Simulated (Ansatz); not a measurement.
**Sn: stress in a strained cell**

Aim: deform Sn (equal xx and yy strain of +3 %) and compute stress, forces and field gradients with LAPW, PAW and all-electron datasets made for the crystal.

Computed with Ansatz 0.2.0 (DFT PBE, scalar-relativistic, unless a step's input says otherwise).

## (1) Starting point

It takes space group Fd-3m (No. 227, cubic). Conventional cell: a = 6.491 Å, b = 6.491 Å, c = 6.491 Å, α = 90.00°, β = 90.00°, γ = 90.00°. Around Sn (site symmetry -43m) lie 4 Sn at 2.81 Å.

Structure file:

```
CELL_PARAMETERS angstrom
0.00000 3.24560 3.24560
3.24560 0.00000 3.24560
3.24560 3.24560 0.00000
ATOMIC_POSITIONS crystal
Sn 0.50000 0.50000 0.50000
Sn 0.75000 0.75000 0.75000
```

Atoms are numbered in the order of the input: Sn1, Sn2.

## (2) The deformed structure

Space group Fd-3m before, I4_1/amd after.

## (3) LAPW, all electrons

File input.yaml:

```yaml
crystal:
  lattice:
    - [0.0, 3.342968, 3.2456]
    - [3.342968, 0.0, 3.2456]
    - [3.342968, 3.342968, 0.0]
  atoms:
    - { symbol: Sn, position: [0.5, 0.5, 0.5] }
    - { symbol: Sn, position: [0.75, 0.75, 0.75] }
kpoints:
  mp_grid: { grid: [9, 9, 9] }
  band_path:
    path:
      - [0.0, 0.0, 0.0]
      - [0.0, 0.5, 0.5]
      - [0.25, 0.75, 0.5]
      - [0.0, 0.5, 0.0]
      - [0.0, 0.0, 0.0]
      - [0.5, 0.5, 0.0]
      - [0.3826125, 0.6173875, 0.0]
      - [-0.3826125, 0.3826125, 0.0]
      - [0.0, 0.0, 0.0]
    npoints: 5
scf:
  occupations: { method: fermi_dirac, width: 0.03 }
hamiltonian:
  xc: pbe
  pseudopotentials: { kind: all_electron, lapw: { basis_error: 0.00025 } }
output:
  forces: true
  stress: true
  eigenvalues: true
```

Started as:

```console
$ ansatz run input.yaml --threads 1 --pin off --max-ram 3072MiB --backend cpu --events-out ev --progress --plain --runs-dir out
```

## (4) PAW with frozen cores

File input.yaml:

```yaml
crystal:
  lattice:
    - [0.0, 3.342968, 3.2456]
    - [3.342968, 0.0, 3.2456]
    - [3.342968, 3.342968, 0.0]
  atoms:
    - { symbol: Sn, position: [0.5, 0.5, 0.5] }
    - { symbol: Sn, position: [0.75, 0.75, 0.75] }
kpoints:
  mp_grid: { grid: [9, 9, 9] }
scf:
  occupations: { method: fermi_dirac, width: 0.03 }
hamiltonian:
  xc: pbe
  pseudopotentials: { kind: paw }
output:
  forces: true
  stress: true
  eigenvalues: true
  efg: { contact_densities: true }
```

## (5) Datasets made for this crystal

input.yaml, as its differences from that of step 4:

```diff
@@ -14,3 +14,3 @@
   xc: pbe
-  pseudopotentials: { kind: paw }
+  pseudopotentials: { kind: all_electron, datasets: crystal }
 output:
```

(Steps that only read results are left out.)

Before running it: what results should come out? Wanted: pressure; largest shear or deviatoric stress.

**Answer**, as computed:

| quantity | value |
| --- | --- |
| pressure | LAPW 0.60, PAW 0.60, crystal datasets 0.60 GPa |
| largest shear or deviatoric stress (LAPW) | 0.51 GPa |

In words: The largest part of the stress beyond the pressure is 0.51 GPa in size, in the zz component; the atoms are carried along and not relaxed. No run of the undeformed cell stands beside it, so the pressure holds what the given cell had before the change. PAW: stress within 0.01 GPa of LAPW. Crystal datasets: stress within 0.01 GPa of LAPW.
